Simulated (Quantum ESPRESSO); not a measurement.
**CuO (Tenorite): equation of state with PBEsol**

The system is CuO (Tenorite).

```
Cu O
1.0
     2.34185   -1.71130    0.00000
     2.34185    1.71130    0.00000
    -0.85003    0.00000    5.05787
Cu O
2 2
Direct
  0.50000 0.00000 0.50000
  0.00000 0.50000 0.00000
  0.41840 0.58160 0.75000
  0.58160 0.41840 0.25000
```

| Quantity | Value |
| --- | --- |
| Program | Quantum ESPRESSO 7.5 |
| Task | equation of state |
| Functional | PBEsol |
| Potentials or basis | GBRV 1.5 PBEsol |
| Cutoff | 762 eV |
| Density cutoff | 6095 eV |
| k mesh | 7 × 7 × 4 |
| Occupations | fermi-dirac, width 0.05 eV |
| Spin | no spin polarisation |
| Mixing beta | 0.5 |
| Most SCF iterations | 120 |
| SCF threshold | 8e-10 Ry |

```json
{
  "Equilibrium volume": "10.04 Å³/atom",
  "Bulk modulus at fixed shape and positions": "186 GPa",
  "Pressure derivative of the bulk modulus": "4.7"
}
```

Energy against volume, from the lowest point:
| volume (Å³/atom) | energy (meV/atom) |
| --- | --- |
| 9.527 | 16.50 |
| 9.730 | 5.54 |
| 9.932 | 0.23 |
| 10.135 | 0.00 |
| 10.338 | 4.28 |
| 10.540 | 12.58 |
| 10.743 | 24.48 |

All runs of the series together: 9.7 min on 1 thread of Arm Neoverse V1 (shared host).

Caveat: the cell was scaled at fixed shape and fractional positions, which overstates the stiffness of a crystal with free parameters, most of all of layers and chains; the run has no spin polarisation, though such a crystal can be magnetic.
